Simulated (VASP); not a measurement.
# TiC (P-6m2) in VASP: a series of runs, part 2 of 2

VASP 6.6.1. Earlier steps stand in the parts before.

## (3) Relaxation of cell and atoms, PBEsol+D3

Input file INCAR:

```
ALGO     = Fast           # electronic algorithm
EDIFF    = 1E-6           # SCF threshold, eV
EDIFFG   = -0.005         # ionic threshold
ENCUT    = 600            # plane-wave cutoff, eV
GGA      = PS             # functional
IBRION   = 2              # ionic algorithm
ISIF     = 3              # what is computed and relaxed
ISMEAR   = -1             # smearing method
IVDW     = 11             # dispersion correction
LASPH    = T              # aspherical terms in the spheres
LCHARG   = F              # write CHGCAR
LREAL    = F              # projectors in reciprocal space
LWAVE    = F              # write WAVECAR
NELM     = 100            # most SCF steps
NSW      = 40             # ionic steps
PREC     = Accurate       # precision mode
SIGMA    = 0.05           # smearing width, eV
```

Input file KPOINTS:

```
k-points
0
Gamma
  10 10 10
```

Input file POSCAR:

```
TiC
1.0
    3.0420900000      0.0000000000      0.0000000000
   -1.5210400000      2.6345200000      0.0000000000
    0.0000000000      0.0000000000      2.6979700000
Ti C
1 1
Direct
    0.0000000000      0.0000000000      0.5000000000
    0.3333300000      0.6666700000      0.0000000000
```

Potentials or basis: VASP PAW PBE potentials, release 64 (Ti_sv, C).

Run with:

```console
$ cat potpaw_PBE.64/Ti_sv/POTCAR potpaw_PBE.64/C/POTCAR > POTCAR
$ mpirun -np 1 vasp_std > vasp.out
```

OUTCAR:

```text
EDIFF = 1E-6
   EDIFFG = -0.005
   ENCUT = 600
   GGA = PS
   IBRION = 2
   ISIF = 3
   ISMEAR = -1
   IVDW = 11
   LASPH = T
   LREAL = F
   NELM = 100
   NSW = 40
   PREC = Accurate
 IVDW          = 11

 ion  position               nearest neighbor table
   1  0.000  0.000  0.500-   2 2.21   2 2.21   2 2.21   2 2.21   2 2.21   2 2.21
   2  0.333  0.667  0.000-   1 2.21   1 2.21   1 2.21   1 2.21   1 2.21   1 2.21

  LATTYP: Found a hexagonal cell.
 ALAT       =     3.0420900000
 C/A-ratio  =     0.8868804013

  Lattice vectors:

 A1 = (   3.0420900000,   0.0000000000,   0.0000000000)
 A2 = (  -1.5210400000,   2.6345200000,   0.0000000000)
 A3 = (   0.0000000000,   0.0000000000,   2.6979700000)

Analysis of symmetry for initial positions (statically):
=====================================================================
 Subroutine PRICEL returns:
 Original cell was already a primitive cell.

 Routine SETGRP: Setting up the symmetry group for a
 hexagonal supercell.

[... 417 lines left out ...]
  energy without entropy =      -18.39556452  energy(sigma->0) =      -18.39746464

 E-fermi :   8.9305     XC(G=0): -12.6717

 val. band max:        8.8912810966   @ k =   0.3000   0.1000   0.0000
 cond. band min:       8.9374685386   @ k =   0.5000   0.5000   0.1000
 fundamental gap:      0.0461874420
 Fermi energy:         8.9305185372

 k-point     1 :       0.0000    0.0000    0.0000
  band No.  band energies     occupation
      1     -47.2214      2.00000
      2     -23.4590      2.00000
      3     -23.4589      2.00000
      4     -22.9895      2.00000
      5      -3.1949      2.00000
      6       7.3192      2.00000
      7       7.3192      2.00000
      8       7.8936      2.00000
      9      11.3195      0.00000
     10      12.4887      0.00000
     11      12.4887      0.00000
     12      14.9323      0.00000
[... 331 lines left out ...]
 k-point    24 :      -0.2000    0.4000    0.0000
  band No.  band energies     occupation
      1     -47.1681      2.00000
      2     -23.8035      2.00000
      3     -23.5913      2.00000
      4     -22.9432      2.00000
      5      -1.3151      2.00000
      6       4.9030      2.00000
      7       7.5944      2.00000
      8       8.9784      0.55466
      9       9.1672      0.01743
     10      11.9943      0.00000
     11      12.6654      0.00000
     12      13.2818      0.00000

 [... further k-points ...]

------------------------ aborting loop because EDIFF is reached ----------------------------------------

 Edisp (eV)   -0.48723

 E8    (eV) :    -0.2942
[... 25 lines left out ...]
  FREE ENERGIE OF THE ION-ELECTRON SYSTEM (eV)
  ---------------------------------------------------
  free  energy   TOTEN  =       -18.8865904329 eV

  energy  without entropy=      -18.8827902096  energy(sigma->0) =      -18.88469032

 reached required accuracy - stopping structural energy minimisation
```

OSZICAR:

```text
N       E                     dE             d eps       ncg     rms          rms(c)
DAV:   1     0.131025598210E+03    0.13103E+03   -0.95276E+03  4468   0.176E+03
DAV:   2    -0.948992732236E+01   -0.14052E+03   -0.13378E+03  4604   0.404E+02
[... 106 lines left out ...]
DAV:   1    -0.183998309218E+02   -0.74332E-03   -0.20501E-02  4472   0.252E+00    0.153E-01
RMM:   2    -0.183994803976E+02    0.35052E-03   -0.86851E-04  4955   0.349E-01    0.757E-02
RMM:   3    -0.183993692390E+02    0.11116E-03   -0.18597E-04  5022   0.166E-01    0.317E-02
RMM:   4    -0.183993600463E+02    0.91928E-05   -0.12227E-04  5561   0.115E-01    0.877E-03
RMM:   5    -0.183993632487E+02   -0.32024E-05   -0.44272E-05  5836   0.520E-02    0.733E-03
RMM:   6    -0.183993646472E+02   -0.13985E-05   -0.16967E-05  4580   0.278E-02    0.539E-03
RMM:   7    -0.183993647474E+02   -0.10022E-06   -0.48886E-06  4239   0.227E-02
   7 F= -.18886590E+02 E0= -.18884690E+02  d E =-.428986E-03
```

CONTCAR:

```text
TiC
   1.00000000000000
     2.9962724671564835   -0.0000052160378856    0.0000000000000000
    -1.4981358260933486    2.5948386559317043    0.0000000000000000
     0.0000000000000000    0.0000000000000000    2.6705146652007166
  Ti              C
     1     1
Direct
     0.9999985566859073    0.0000014433142727    0.5000000000000000
     0.3333314433140891    0.6666685566857308    0.0000000000000000

  0.00000000E+00  0.00000000E+00  0.00000000E+00
  0.00000000E+00  0.00000000E+00  0.00000000E+00
```

Run time: 2.9 min. Hardware: 1 thread of Intel Xeon Platinum 8488C (Sapphire Rapids), shared host; peak memory 0.21 GiB.

Results:

```
Free energy                            : -18.8866 eV
Relaxed volume                         : 10.38 Å³/atom
Relaxed cell                           : a = 2.996 Å, b = 2.996 Å, c = 2.671 Å, α = 90.00°, β = 90.00°, γ = 120.00°
Space group after relaxing (to 0.05 Å) : P-6m2 (No. 187)
Energy gained by relaxing              : 11.9 meV/atom
Ionic steps                            : 7
Pressure after relaxing                : 0.1 GPa
Band gap on the k mesh                 : none (metal or under the smearing width)
Dispersion energy per atom             : -0.244 eV
```

Step by step:
| step | energy change (eV) | largest force (eV/Å) | pressure (GPa) | volume (Å³) |
| --- | --- | --- | --- | --- |
| 1 | 0.0000 | 0.0001 | -8.83 | 21.62 |
| 2 | 0.0146 | 0.0000 | 12.67 | 19.81 |
| 3 | -0.0233 | 0.0001 | -0.15 | 20.81 |
| 4 | -0.0233 | 0.0001 | -0.05 | 20.79 |
| 5 | -0.0237 | 0.0000 | 0.06 | 20.77 |
| 6 | -0.0237 | 0.0000 | 0.07 | 20.75 |
| 7 | -0.0238 | 0.0000 | 0.06 | 20.76 |

Final structure:
```
CELL_PARAMETERS angstrom
2.99627 -0.00001 0.00000
-1.49814 2.59484 0.00000
0.00000 0.00000 2.67051
ATOMIC_POSITIONS crystal
Ti 0.00000 0.00000 0.50000
C 0.33333 0.66667 0.00000
```

Caveat: the PAW data sets were made with another functional, which shifts forces and pressure a little; pairwise dispersion overbinds metals, which lowers pressure and volume.

## (4) Relaxation of cell and atoms, PBEsol+D3(BJ)

Input file INCAR:

```
PREC = Accurate ; ENCUT = 600
EDIFF = 1E-7 ; ISMEAR = -1
SIGMA = 0.05 ; LREAL = F
LASPH = T ; NELM = 60
ALGO = Normal ; ISIF = 3
LWAVE = F ; LCHARG = F
GGA = PS ; IVDW = 12
IBRION = 2 ; NSW = 40
EDIFFG = -0.005
```

Input file KPOINTS:

```
Automatic mesh
0
Gamma
  10 10 10
```

POSCAR is that of step 3.

Run with:

```console
$ cat potpaw_PBE.64/Ti_sv/POTCAR potpaw_PBE.64/C/POTCAR > POTCAR
$ mpirun -np 1 vasp_std > vasp.out
```

Run time: 2.1 min. Hardware: 1 thread of Intel Xeon Platinum 8488C (Sapphire Rapids), shared host; peak memory 0.21 GiB.

It converged, with:

```yaml
Free_energy: -19.1996 eV
Relaxed_volume: 10.23 Å³/atom
Relaxed_cell: a = 2.978 Å, b = 2.978 Å, c = 2.664 Å, α = 90.00°, β = 90.00°, γ = 120.00°
Space_group_after_relaxing_to_0.05_Å: P-6m2 (No. 187)
Energy_gained_by_relaxing: 22.1 meV/atom
Ionic_steps: 9
Pressure_after_relaxing: 0.0 GPa
Band_gap_on_the_k_mesh: none (metal or under the smearing width)
Dispersion_energy_per_atom: -0.405 eV
```

Step by step:
```csv
step,energy change (eV),largest force (eV/Å),pressure (GPa),volume (Å³)
1,0.0000,0.0001,-11.77,21.62
2,0.0235,0.0000,17.63,19.23
3,-0.0432,0.0001,-0.22,20.51
4,-0.0432,0.0001,-0.03,20.49
5,-0.0441,0.0000,0.07,20.47
6,-0.0443,0.0000,0.09,20.46
7,-0.0443,0.0000,0.09,20.45
8,-0.0443,0.0000,-0.07,20.47
9,-0.0443,0.0000,0.02,20.46
```

Final structure:
```cif
data_structure
_symmetry_space_group_name_H-M 'P 1'
_symmetry_Int_Tables_number 1
_cell_length_a 2.9782
_cell_length_b 2.9782
_cell_length_c 2.6636
_cell_angle_alpha 90.000
_cell_angle_beta 90.000
_cell_angle_gamma 120.000
_cell_volume 20.46
loop_
_atom_site_label
_atom_site_type_symbol
_atom_site_fract_x
_atom_site_fract_y
_atom_site_fract_z
_atom_site_occupancy
Ti1 Ti 0.00000 0.00000 0.50000 1
C1 C 0.33333 0.66667 0.00000 1
```

Levels at points of the mesh, in eV from the Fermi level:
| k point | band 6 | band 7 | band 8 | band 9 | band 10 | band 11 |
| --- | --- | --- | --- | --- | --- | --- |
| (0.00, 0.00, 0.00) | -1.60 | -1.60 | -1.05 | 2.40 | 3.63 | 3.63 |
| (0.50, 0.00, 0.00) | -5.02 | -0.82 | -0.37 | 0.39 | 3.29 | 3.81 |
| (0.50, 0.50, 0.00) | -5.02 | -0.82 | -0.37 | 0.39 | 3.29 | 3.81 |
| (0.00, 0.00, 0.50) | -5.80 | -0.44 | -0.44 | 1.23 | 1.23 | 5.05 |
| (0.50, 0.00, 0.50) | -4.13 | -2.59 | -2.29 | 1.57 | 3.63 | 4.74 |
| (0.50, 0.50, 0.50) | -4.13 | -2.59 | -2.29 | 1.57 | 3.63 | 4.74 |

Caveat: the PAW data sets were made with another functional, which shifts forces and pressure a little; pairwise dispersion overbinds metals, which lowers pressure and volume.

## (5) The runs side by side

```tsv
level	gap on the mesh (eV)	pressure (GPa)	relaxed volume (Å³/atom)
PBE+TS	0.03	0.0	10.34
PBEsol+D3	none	0.1	10.38
PBEsol+D3(BJ)	none	0.0	10.23
```

Alike in all rows: task relaxation of cell and atoms; potentials or basis VASP PAW PBE potentials, release 64 (Ti_sv, C); no spin polarisation; cell relaxed; k mesh 10 × 10 × 10; cutoff (eV) 600; smearing fermi-dirac 0.05 eV.

Caveats: the PAW data sets were made with another functional, which shifts forces and pressure a little (some runs); pairwise dispersion overbinds metals, which lowers pressure and volume (some runs).

Absolute energies hang on the potentials; compare differences alone.
